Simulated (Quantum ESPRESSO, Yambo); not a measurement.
# A GW chain in Yambo: CdS (Hawleyite), part 2 of 3

Aim: the G0W0 gap of CdS (Hawleyite) on PBE with spin-orbit coupling, step by step.

Quantum ESPRESSO 7.5 and Yambo 5.3.0; PBE and many-body steps on it, plane waves. Known limits of the many-body steps: not at the basis limit; coarse k mesh.

So far. Step 2 (Ground state): The gap is direct, at Γ. Step 3 (Bands along the symmetry lines): The gap is 1.035 eV, as in the run before at this level.

**4. Empty states on the mesh, 4×4×4 mesh, 296 bands**

Level of this step: DFT, PBE with spin-orbit coupling, plane waves, norm-conserving pseudopotentials (Quantum ESPRESSO).

The sums over transitions need many empty states on a uniform mesh; this step solves for them.

Contents of pw.in:

```
&control
  calculation = 'nscf'
  prefix = 'x'
  outdir = 'o'
  pseudo_dir = 'pseudo'
/
&system
  ibrav = 0
  nat = 2
  ntyp = 2
  ecutwfc = 94.0
  nbnd = 296
  force_symmorphic = .true.
  noncolin = .true.
  lspinorb = .true.
/
&electrons
  conv_thr = 1e-9
  electron_maxstep = 80
  diago_full_acc = .true.
  diago_thr_init = 5e-6
/
ATOMIC_SPECIES
  Cd 112.41 Cd.upf
  S 32.06 S.upf
CELL_PARAMETERS angstrom
  -0.0000000000 2.9582000000 2.9582000000
  2.9582000000 -0.0000000000 2.9582000000
  2.9582000000 2.9582000000 -0.0000000000
ATOMIC_POSITIONS crystal
  Cd 0.0000000000 0.0000000000 0.0000000000
  S 0.2500000000 0.2500000000 0.2500000000
K_POINTS automatic
  4 4 4 0 0 0
```

Launch:

```
OMP_NUM_THREADS=1 mpirun -n 4 pw.x -nk 4 -in pw.in > pw.out
```

The log of the run:

```text
[banner, memory and clock lines left out]
Program PWSCF v.7.5 starts

     Atomic positions and unit cell read from directory:
     o/x.save/

     Message from routine setup:
     using ibrav=0 with symmetry is DISCOURAGED, use correct ibrav instead

     G-vector sticks info

     bravais-lattice index     =            0
     lattice parameter (alat)  =       7.9057  a.u.
     unit-cell volume          =     349.3890 (a.u.)^3
     number of atoms/cell      =            2
     number of atomic types    =            2
     number of electrons       =        26.00
     number of Kohn-Sham states=          296
     kinetic-energy cutoff     =      94.0000  Ry
     charge density cutoff     =     376.0000  Ry
     Exchange-correlation= PBE
                           (   1   4   3   4   0   0   0)
     Non magnetic calculation with spin-orbit

     celldm(1)=   7.905719  celldm(2)=   0.000000  celldm(3)=   0.000000
     celldm(4)=   0.000000  celldm(5)=   0.000000  celldm(6)=   0.000000

     crystal axes: (cart. coord. in units of alat)
               a(1) = (  -0.000000   0.707107   0.707107 )
               a(2) = (   0.707107  -0.000000   0.707107 )
               a(3) = (   0.707107   0.707107  -0.000000 )

     reciprocal axes: (cart. coord. in units 2 pi/alat)
               b(1) = ( -0.707107  0.707107  0.707107 )
               b(2) = (  0.707107 -0.707107  0.707107 )
               b(3) = (  0.707107  0.707107 -0.707107 )
     Pseudo is Norm-conserving + core correction, Zval = 20.0
     Generated using ONCVPSP code by D. R. Hamann
     Using radial grid of 1368 points, 10 beta functions with:
     Pseudo is Norm-conserving + core correction, Zval =  6.0
     Generated using ONCVPSP code by D. R. Hamann
     Using radial grid of 1146 points, 10 beta functions with:
     Cd               20.00   112.41000     Cd( 1.00)
     S                 6.00    32.06000     S ( 1.00)

     24 Sym. Ops. (no inversion) found

   Cartesian axes

     site n.     atom                  positions (alat units)
         1        Cd     tau(   1) = (   0.0000000   0.0000000   0.0000000  )
         2        S      tau(   2) = (   0.3535534   0.3535534   0.3535534  )

     number of k points=     8
                       cart. coord. in units 2pi/alat
        k(    1) = (   0.0000000   0.0000000   0.0000000), wk =   0.0156250
        k(    2) = (   0.1767767   0.1767767  -0.1767767), wk =   0.1250000
        k(    3) = (  -0.3535534  -0.3535534   0.3535534), wk =   0.0625000
[...]
k(    7) = (  -0.7071068   0.0000000   0.0000000), wk =   0.0468750
        k(    8) = (  -0.7071068   0.3535534   0.0000000), wk =   0.0937500

     Dense  grid:    43143 G-vectors     FFT dimensions: (  50,  50,  50)

     The potential is recalculated from file :
     o/x.save/charge-density

     Starting wfcs are   28 randomized atomic wfcs +  268 random wfcs

     Band Structure Calculation

     End of band structure calculation

          k = 0.0000 0.0000 0.0000 (  5329 PWs)   bands (ev):

   -94.8175 -94.8175 -59.9287 -59.9287 -54.1114 -54.1114 -54.1114 -54.1114
    -5.7167  -5.7167  -1.4441  -1.4441  -1.4441  -1.4441  -0.9393  -0.9393
    -0.6108  -0.6108  -0.6108  -0.6108   6.3673   6.3673   6.4154   6.4154
[...]
[... 25 further rows ...]
[...]
k = 0.1768 0.1768-0.1768 (  5357 PWs)   bands (ev):

[...]
[... 25 further rows ...]
[...]
k =-0.3536-0.3536 0.3536 (  5396 PWs)   bands (ev):

[...]
[... 25 further rows ...]
   104.5148 104.5148 104.9335 104.9335 104.9554 104.9554 108.1467 108.1467
   108.1957 108.1957 108.9536 108.9536 109.0530 109.0530 109.0747 109.0747

          k = 0.3536 0.0000 0.0000 (  5353 PWs)   bands (ev):

     [... further k-points ...]

     highest occupied, lowest unoccupied level (ev):     6.4154    7.4506

     XML data file, pseudopotentials, collected wavefunctions
```

Wall time 1.7 min (4 MPI ranks of Intel Xeon Platinum 8259CL at 2.50GHz (Skylake/Cascade Lake), shared host); peak memory 1.3 GiB; 6.3 min of CPU time.

Numbers from this step:

* gap: 1.035 eV
* k of the valence top: 0, 0, 0
* k of the conduction bottom: 0, 0, 0
* least direct gap: 1.035 eV
* k points computed: 8
* lowest point of the top converged band, above the valence top: 100.8730 eV

On this mesh the gap is 1.035 eV.

**5. Conversion and set-up**

This step: Yambo 5.3.0; conversion and set-up on PBE with spin-orbit coupling, plane waves, norm-conserving pseudopotentials.

The states are converted to the many-body program's format and the q mesh is built.

Launch:

```
(cd o/x.save; p2y > p2y.log; mv SAVE ../..); yambo > setup.log
```

The log of the run:

```text
 Yambo, version 5.3.0

 [02] CORE Variables Setup
 =========================

  [02.01] Unit cells
  ==================

  Cell kind             :  FCC
  Atoms in the cell     :  Cd  S
  number of Cd atoms    :  1
  number of S  atoms    :  1

  List of atomic masses
  Mass of Cd    :  112.4100
  Mass of S     :  32.06000

  List of atomic coordinates    : [cc]
  Cd1       :  0.000000  0.000000  0.000000  order 1
  S1       :  2.795094  2.795094  2.795094  order 2

  Alat factors          :  5.590188  5.590188  5.590188 [a.u.]
  Direct lattice volume :  349.3890 [a.u.]
  Direct lattice vectors:  A[ 1 ]  A[ 2 ]  A[ 3 ]
   A[ 1 ]: -0.000000  1.000000  1.000000  [iru]
  -0.000000  5.590188  5.590188  [cc]
   A[ 2 ]:  1.000000 -0.000000  1.000000  [iru]
   5.590188 -0.000000  5.590188  [cc]
   A[ 3 ]:  1.000000  1.000000 -0.000000  [iru]
   5.590188  5.590188 -0.000000  [cc]

  Recip. lattice volume :  0.709954 [a.u.]
  Recip. lattice vectors:  B[ 1 ]  B[ 2 ]  B[ 3 ]
   B[ 1 ]: -0.500000  0.500000  0.500000  [iku]
  -0.561983  0.561983  0.561983  [cc]
   B[ 2 ]:  0.500000 -0.500000  0.500000  [iku]
   0.561983 -0.561983  0.561983  [cc]
   B[ 3 ]:  0.500000  0.500000 -0.500000  [iku]
   0.561983  0.561983 -0.561983  [cc]

  [02.02] Symmetries
  ==================

  Inversion symmetry    : yes
  Spatial inversion     : no
  Inversion index       :  25
  K-space Time-reversal : yes
  Magnetic symmetries   : no
  Time-reversal derived K-space symmetries:   25   48
  Group table correct   : yes
  Symmetries units      :  [cc]

   [S  1]:   1.0000      0.32039E-16  0.32039E-16  0.32039E-16   1.0000     -0.32039E-16 -0.32039E-16 -0.32039E-16   1.0000
   [S  2]:  -1.0000     -0.32039E-16  0.32039E-16 -0.32039E-16  -1.0000     -0.32039E-16  0.32039E-16  0.32039E-16   1.0000
   [S  3]:  -1.0000      0.32039E-16 -0.32039E-16 -0.32039E-16   1.0000      0.32039E-16  0.32039E-16 -0.32039E-16  -1.0000
[...]
[S  9]:  0.32039E-16   1.0000      0.32039E-16 -0.32039E-16  0.32039E-16   1.0000       1.0000     -0.32039E-16 -0.32039E-16
   [S 10]:  0.32039E-16  -1.0000     -0.32039E-16 -0.32039E-16 -0.32039E-16  -1.0000       1.0000      0.32039E-16  0.32039E-16
     [... 36 further rows ...]
   [S*47]:   1.0000      0.32039E-16 -0.32039E-16  0.32039E-16 -0.32039E-16  -1.0000     -0.32039E-16   1.0000      0.32039E-16
   [S*48]:   1.0000     -0.32039E-16  0.32039E-16  0.32039E-16  0.32039E-16   1.0000     -0.32039E-16  -1.0000     -0.32039E-16

  [02.03] Reciprocal space
  ========================

  nG shells         :   399
  nG charge         :   43143
  nG WFs            :   6399
  nC WFs            :   5410
  G-vecs. in first 39 shells:  [ Number ]
     1    9   15   27   51   59   65   89  113
    137   169   181   229   259   283   307   331   339
    387   411   459   531   537   561   609   645   701
[...]
1139  1211  1243
  ...
[...]
K/Q-points units:
  rlu = crystal or reduced units; cc = cartesian coordinates; iku = interal k-units

  K [1]          [rlu]:  0.000000  0.000000  0.000000
         WF components:   5329
  K [2]          [rlu]:  0.70443E-17 -0.68335E-17  0.25000
         WF components:   5357
  K [3]          [rlu]: -0.14089E-16  0.13667E-16 -0.50000
         WF components:   5396
  K [4]          [rlu]:  0.27530E-17  0.25000      0.25000
         WF components:   5353
  K [5]          [rlu]: -0.19500E-16  0.25000     -0.50000
         WF components:   5369
  [... 2 further k-points ...]
  K [8]          [rlu]:  0.250000 -0.500000 -0.250000
         WF components:   5400

  [02.05] Energies & Occupations
  ==============================

  [X] === General ===
  [X] Electronic Temperature                        :  0.000000  0.000000 [eV K]
  [X] Bosonic    Temperature                        :  0.000000  0.000000 [eV K]
  [X] Finite Temperature mode                       : no
  [X] El. density                                   :  0.50218E+24 [cm-3]
  [X] Fermi Level                                   :  6.415416 [eV]

  [X] === Gaps and Widths ===
  [X] Conduction Band Min                           :  1.035147 [eV]
  [X] Valence Band Max                              :  0.000000 [eV]
  [X] Filled Bands                                  :  26
  [X] Empty Bands                                   :   27  296
  [X] Direct Gap                                    :  1.035147 [eV]
  [X] Direct Gap localized at k                     :  1
  [X] Indirect Gap                                  :  1.035147 [eV]
  [X] Indirect Gap between kpts                     :  1  1
  [X] Last valence band width                       :  2.040646 [eV]
  [X] 1st conduction band width                     :  4.170658 [eV]

  E @ K [1]:  [eV]
  -101.2329 -101.2329  -66.3441  -66.3441  -60.5268  -60.5268  -60.5268  -60.5268
  -12.13207 -12.13207  -7.85947  -7.85947  -7.85947  -7.85947  -7.35475  -7.35475
   -7.02624     -7.02624     -7.02624     -7.02624    -0.481212E-1 -0.481212E-1 -0.121954E-7 -0.121480E-7
[...]
occ @ K [1]
[...]
E @ K [2]:  [eV]
[...]
occ @ K [2]
[...]
E @ K [3]:  [eV]
[...]
occ @ K [3]
[...]
E @ K [4]:  [eV]
[...]
occ @ K [4]
[...]
E @ K [5]:  [eV]
[...]
occ @ K [5]
[...]
[... 2 further k-points ...]
  E @ K [8]:  [eV]
[...]
occ @ K [8]
[...]
0.000000  0.000000  0.000000  0.000000  0.000000  0.000000  0.000000  0.000000
   0.000000  0.000000  0.000000  0.000000  0.000000  0.000000  0.000000  0.000000

 [03] Transferred momenta grid and indexing
 ==========================================

 IBZ Q-points                                      :   8
 BZ  Q-points                                      :   64

 K/Q-points units:
 rlu = crystal or reduced units; cc = cartesian coordinates; iku = interal k-units

 Q [1]          [rlu]:  0.000000  0.000000  0.000000
 Q [2]          [rlu]:  0.70443E-17 -0.68335E-17  0.25000
 Q [3]          [rlu]: -0.14089E-16  0.13667E-16 -0.50000
[...]
Q [7]          [rlu]: -0.55061E-17 -0.50000     -0.50000
 Q [8]          [rlu]:  0.250000 -0.500000 -0.250000

  [03.01] X indexes
  =================

   [03.01.01] Sigma indexes
   ========================

 [06] Game Over & Game summary
```

Wall time 5.6 s (1 MPI rank); peak memory 0.26 GiB.

[end of part 2 of 3]

[Paths, hosts, dates, memory and timing lines, banners, echoed tables and standing remarks are left out of the program output.]

[Logs are printed without paths, hosts, clocks, repeated set-up lines and the standing remarks that a program may print on its own settings, such as how far it seeks lower states.]

[Runs of the session that timed out or met a known fault of the program may be left out.]

[Hosts, paths, dates, database ids (printed as entryN), source tags and the programs' standing remarks are cut or masked in the printed files.]
